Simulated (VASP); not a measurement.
# Al2O3 (P-6m2) in VASP: notebook

One crystal, Al2O3, is run at these levels: LDA; tasks: dielectric tensor.

Everything below comes from runs of VASP 6.6.1. Logs are shortened: lines on timing, memory, paths and dates and some standing lists are left out, and cuts for length are marked.

### Step 1. The structure

Symmetry: P-6m2, No. 187, hexagonal system. The conventional cell has a = 2.884 Å, b = 2.884 Å, c = 9.337 Å, α = 90.00°, β = 90.00°, γ = 120.00°. Around Al (site symmetry 3m) lie 3 O at 1.80 Å. O (site symmetry 3m) is surrounded by 3 Al at 1.80 Å. Around O (site symmetry -6m2) lie 6 Al at 2.18 Å.

Measurements of this composition are mostly on another form, of space group No. 167.

### Step 2. Dielectric tensor, LDA

Contents of INCAR:

```
SYSTEM = Al2O3
PREC = Accurate ; ENCUT = 280
EDIFF = 1E-8 ; ISMEAR = 0
SIGMA = 0.01 ; LREAL = .FALSE.
LASPH = .TRUE. ; NELM = 100
ALGO = Normal ; ISIF = 2
LWAVE = .FALSE. ; LCHARG = .FALSE.
GGA = CA ; LEPSILON = .TRUE.
```

Contents of KPOINTS:

```
Automatic mesh
0
G
  10 10 3
  0 0 0
```

Contents of POSCAR:

```
Al2O3
1.0
    2.8843249483      0.0000000000      0.0000000000
   -1.4421624742      2.4978986780      0.0000000000
    0.0000000000      0.0000000000      9.3367544600
Al O
2 3
Direct
    0.0000000000      0.0000000000      0.8500076700
    0.0000000000      0.0000000000      0.1499923300
    0.3333333333      0.6666666667      0.7776830800
    0.6666666667      0.3333333333      0.0000000000
    0.3333333333      0.6666666667      0.2223169200
```

Potentials or basis: VASP PAW LDA potentials, release 64 (Al, O).

Run with:

```console
cat potpaw_LDA.64/Al/POTCAR potpaw_LDA.64/O/POTCAR > POTCAR
mpirun -np 1 vasp_std > vasp.out
```

OUTCAR:

```text
SYSTEM = Al2O3
   PREC = Accurate
   ENCUT = 280
   EDIFF = 1E-8
   ISMEAR = 0
   LREAL = .FALSE.
   LASPH = .TRUE.
   NELM = 100
   ISIF = 2
   GGA = CA
   LEPSILON = .TRUE.

 Found     28 irreducible k-points:

 Following reciprocal coordinates:
            Coordinates               Weight
  0.000000  0.000000  0.000000      1.000000
  0.100000  0.000000  0.000000      6.000000
  0.200000  0.000000  0.000000      6.000000
  0.300000 -0.000000  0.000000      6.000000
  0.400000 -0.000000  0.000000      6.000000
  0.500000  0.000000  0.000000      3.000000
   k-points           NKPTS =     28   k-points in BZ     NKDIM =     28   number of bands    NBANDS=     16
   number of dos      NEDOS =    301   number of ions     NIONS =      5
   total plane-waves  NPLWV =  13824
   dimension x,y,z NGX =    16 NGY =   16 NGZ =   54
   dimension x,y,z NGXF=    32 NGYF=   32 NGZF=  108
   ions per type =               2   3
   NGX,Y,Z   is equivalent  to a cutoff of   9.22,  9.22,  9.61 a.u.
   NGXF,Y,Z  is equivalent  to a cutoff of  18.44, 18.44, 19.23 a.u.
 SYSTEM =  Al2O3
   PREC   = accura    normal or accurate (medium, high low for compatibility)
   ISTART =      0    job   : 0-new  1-cont  2-samecut
   ICHARG =      2    charge: 1-file 2-atom 10-const
   ISPIN  =      1    spin polarized calculation?
   LNONCOLLINEAR =      F non collinear calculations
   LSORBIT =      F    spin-orbit coupling
   LASPH  =      T    aspherical Exc in radial PAW
   ENCUT  =  280.0 eV  20.58 Ry    4.54 a.u.   3.94  3.94 12.74*2*pi/ulx,y,z
   NELM   =    100;   NELMIN=  2; NELMDL= -5     # of ELM steps
   EDIFF  = 0.1E-07   stopping-criterion for ELM
   LREAL  =      F    real-space projection
   EDIFFG = 0.1E-06   stopping-criterion for IOM
   NSW    =      0    number of steps for IOM
   IBRION =     -1    ionic relax: 0-MD 1-quasi-New 2-CG
   NFREE  =      0    steps in history (QN), initial steepest desc. (CG)
   ISIF   =      2    stress and relaxation
   ISYM   =      2    0-nonsym 1-usesym 2-fastsym
   POTIM  = 0.5000    time-step for ionic-motion
   TEBEG  =    0.0;   TEEND  =   0.0 temperature during run
   PSTRESS=    0.0 pullay stress
   NELECT =      24.0000    total number of electrons
   NUPDOWN=      -1.0000    fix difference up-down
   EMIN   =  10.00;   EMAX   =-10.00  energy-range for DOS
   EFERMI =   0.00;   METHOD = LEGACY
   ISMEAR =     0;   SIGMA  =   0.01  broadening in eV -4-tet -1-fermi 0-gaus
   EFERMI_NEDOS =   21; number of points for ismear=-14 and -15
   IALGO  =     38    algorithm
   IMIX   =      4    mixing-type and parameters
     AMIX     =   0.40;   BMIX     =  1.00
     AMIX_MAG =   1.60;   BMIX_MAG =  1.00
  volume/ion in A,a.u.               =      13.45        90.79
  Fermi-wavevector in a.u.,A,eV,Ry     =   1.161111  2.194181 18.343074  1.348178
  Thomas-Fermi vector in A             =   2.297686
   LORBIT       =      0    0 simple, 1 ext, 2 COOP (PROOUT), +10 PAW based schemes
   GGA     = CA    functional components
   LHFCALC =     F    Hartree Fock is set to
   AEXX    =    0.0000 exact exchange contribution
   IVDW    =     0    specifies the selected vdW correction
   LEPSILON=     T    determine dielectric tensor
   LRPA    =     F    only Hartree local field effects (RPA)
 non-spin polarized calculation
 Gauss-broadening in eV      SIGMA  =   0.01
  energy-cutoff  :      280.00
  volume of cell :       67.27
 maximum number of plane-waves:       732
 NGX is ok and might be reduce to    16
   NGX =  7   NGY =  7   NGZ = 25

--------------------------------------- Ionic step        1  -------------------------------------------

 number of electron      23.9999995 magnetization

 E-fermi :   0.5144     XC(G=0):  -8.8999

 val. band max:        0.4720119121   @ k =   0.1000   0.1000   0.0000
 cond. band min:       5.1797457975   @ k =   0.0000   0.0000   0.0000
 fundamental gap:      4.7077338853
 Fermi energy:         0.5143782285

 k-point     1 :       0.0000    0.0000    0.0000
  band No.  band energies     occupation
      1     -18.1041      2.00000
      2     -17.0765      2.00000
      3     -15.8537      2.00000
      4      -4.4872      2.00000
      5      -1.6970      2.00000
      6      -0.9456      2.00000
[... 8 lines left out ...]
     15       8.1547      0.00000
     16       9.7153      0.00000

 k-point     2 :       0.1000    0.0000    0.0000
  band No.  band energies     occupation
      1     -17.9819      2.00000
      2     -16.9752      2.00000
      3     -15.8083      2.00000
      4      -4.4212      2.00000
      5      -1.9276      2.00000
      6      -1.2903      2.00000
[... 8 lines left out ...]
     15       8.5313      0.00000
     16      10.0247      0.00000

 k-point     3 :       0.2000    0.0000    0.0000
  band No.  band energies     occupation
      1     -17.6314      2.00000
      2     -16.7230      2.00000
      3     -15.7043      2.00000
      4      -4.3223      2.00000
      5      -2.9388      2.00000
      6      -2.0925      2.00000
[... 8 lines left out ...]
     15       9.2860      0.00000
     16      10.7264      0.00000

 k-point     4 :       0.3000   -0.0000    0.0000
  band No.  band energies     occupation
      1     -17.1183      2.00000
      2     -16.3829      2.00000
      3     -15.6047      2.00000
      4      -4.5822      2.00000
      5      -4.2111      2.00000
      6      -3.0082      2.00000
[... 8 lines left out ...]
     15       9.6274      0.00000
     16      10.9087      0.00000

 k-point     5 :       0.4000   -0.0000    0.0000
  band No.  band energies     occupation
      1     -16.5897      2.00000
      2     -16.0866      2.00000
      3     -15.6178      2.00000
      4      -5.1652      2.00000
      5      -5.1234      2.00000
      6      -3.7181      2.00000
[... 8 lines left out ...]
     15       9.5621      0.00000
     16      11.5104      0.00000

 k-point     6 :       0.5000    0.0000    0.0000
  band No.  band energies     occupation
      1     -16.2936      2.00000
      2     -15.9619      2.00000
      3     -15.6954      2.00000
      4      -5.5019      2.00000
      5      -5.3531      2.00000
      6      -3.9708      2.00000
[... 8 lines left out ...]
     15       9.4039      0.00000
     16      11.3985      0.00000

 [... further k-points ...]

  FORCE on cell =-STRESS in cart. coord.  units (eV):
  Direction    XX          YY          ZZ          XY          YZ          ZX
  --------------------------------------------------------------------------------------
  -------------------------------------------------------------------------------------
  Total      -21.8422355    -21.8422355    -21.4124464      0.0000000     -0.0000000     -0.0000000
  in kB     -520.2268046   -520.2268046   -509.9903151      0.0000000     -0.0000000     -0.0000000
  external PRESSURE =    -516.8146415 kB  Pullay stress =       0.0000000 kB

 VOLUME and BASIS-vectors are now :
 -----------------------------------------------------------------------------
  energy-cutoff  :      280.00
  volume of cell :       67.27
      direct lattice vectors                 reciprocal lattice vectors
     2.884324948  0.000000000  0.000000000     0.346701574  0.200168247  0.000000000
    -1.442162474  2.497898678  0.000000000     0.000000000  0.400336494  0.000000000
     0.000000000  0.000000000  9.336754460     0.000000000  0.000000000  0.107103598

 POSITION                                       TOTAL-FORCE (eV/Angst)
 -----------------------------------------------------------------------------------
      0.00000      0.00000      7.93631         0.000000      0.000000     -0.167884
      0.00000      0.00000      1.40044         0.000000      0.000000      0.167884
     -0.00000      1.66527      7.26104        -0.000000     -0.000000      0.827820
      1.44216      0.83263      0.00000        -0.000000      0.000000      0.000000
     -0.00000      1.66527      2.07572         0.000000     -0.000000     -0.827820
 -----------------------------------------------------------------------------------
    total drift:                               -0.000004      0.000002     -0.000000

  FREE ENERGIE OF THE ION-ELECTRON SYSTEM (eV)
  ---------------------------------------------------
  free  energy   TOTEN  =       -40.5827153348 eV

  energy  without entropy=      -40.5827153348  energy(sigma->0) =      -40.58271533

 HEAD OF MICROSCOPIC STATIC DIELECTRIC TENSOR (INDEPENDENT PARTICLE, excluding Hartree and local field effects)
 ------------------------------------------------------
           2.780995    -0.000000     0.000000
          -0.000000     2.780995    -0.000000
          -0.000000    -0.000000     2.587245
 ------------------------------------------------------

 Free energy of the ion-electron system (eV)
  ---------------------------------------------------
  ---------------------------------------------------
  free energy    TOTEN  =        -0.33280292 eV

  energy without entropy =       -0.33280292

------------------------ aborting loop because EDIFF is reached ----------------------------------------

--------------------------------------- Ionic step        2  -------------------------------------------

------------------------ aborting loop because EDIFF is reached ----------------------------------------

--------------------------------------- Ionic step        3  -------------------------------------------

 Free energy of the ion-electron system (eV)
  ---------------------------------------------------
  ---------------------------------------------------
  free energy    TOTEN  =        -0.18487924 eV

  energy without entropy =       -0.18487924

------------------------ aborting loop because EDIFF is reached ----------------------------------------

 PIEZOELECTRIC TENSOR FIELD DIRECTION 3  (e Angst)
 -----------------------------------------------------------------------------
    -0.00030  0.00000 -0.00000           ( -0.00000  0.00000 -0.00000)
    -0.00000 -0.00030  0.00000           (  0.00000 -0.00000  0.00000)
     0.00000  0.00000 -0.00010           ( -0.00000  0.00000 -0.00000)

 PIEZOELECTRIC TENSOR FIELD DIRECTION 3  (C/m^2)
 -----------------------------------------------------------------------------
    -0.00007  0.00000 -0.00000
    -0.00000 -0.00007  0.00000
     0.00000  0.00000 -0.00002

 MACROSCOPIC STATIC DIELECTRIC TENSOR (including local field effects in DFT)
 ------------------------------------------------------
           2.681223    -0.000000    -0.000000
          -0.000000     2.681223     0.000000
           0.000000     0.000000     1.926720
 ------------------------------------------------------

 PIEZOELECTRIC TENSOR (including local field effects)  for field in x, y, z        (e  Angst)
          XX          YY          ZZ          XY          YZ          ZX
  --------------------------------------------------------------------------------
  x     0.00000    -0.00000     0.00000    -0.03456     0.00000     0.00000
  y    -0.03456     0.03456    -0.00000    -0.00000     0.00000     0.00000
  z     0.00000     0.00000     0.00000     0.00000     0.00000    -0.00000

 PIEZOELECTRIC TENSOR (including local field effects)  for field in x, y, z        (C/m^2)
          XX          YY          ZZ          XY          YZ          ZX
  --------------------------------------------------------------------------------
  x     0.00000    -0.00000     0.00000    -0.00823     0.00000     0.00000
  y    -0.00823     0.00823    -0.00000    -0.00000     0.00000     0.00000
  z     0.00000     0.00000     0.00000     0.00000     0.00000    -0.00000

 BORN EFFECTIVE CHARGES (including local field effects) (in |e|, cummulative output)
 ---------------------------------------------------------------------------------
 ion    1
    1     2.97562    -0.00000     0.00000
    2    -0.00000     2.97562     0.00000
    3     0.00000     0.00000     1.47707
 ion    2
    1     2.97562    -0.00000    -0.00000
    2    -0.00000     2.97562    -0.00000
    3     0.00000     0.00000     1.47707
 ion    3
    1    -1.87361     0.00000    -0.00000
    2     0.00000    -1.87361     0.00000
    3     0.00000    -0.00000    -0.88702
 ion    4
    1    -2.20403     0.00000     0.00000
    2     0.00000    -2.20403     0.00000
    3    -0.00000     0.00000    -1.18010
 ion    5
    1    -1.87361     0.00000     0.00000
    2     0.00000    -1.87361     0.00000
    3     0.00000     0.00000    -0.88702
```

It took 1.8 min on 1 thread of AMD EPYC 9R45 (Zen 5), shared host; peak memory 0.17 GiB.

The run converged, but a check on its numbers failed (symmetry, net force, bounds or a known fault of this set-up), so they aren't taken as properties of the crystal.

Caveat: the cutoff lies under the usual one of these potentials, so the numbers hold a large basis-set error; an odd mesh through Γ misses points on the zone boundary, where band edges often lie.

(Part 1 of 3 ends here.)
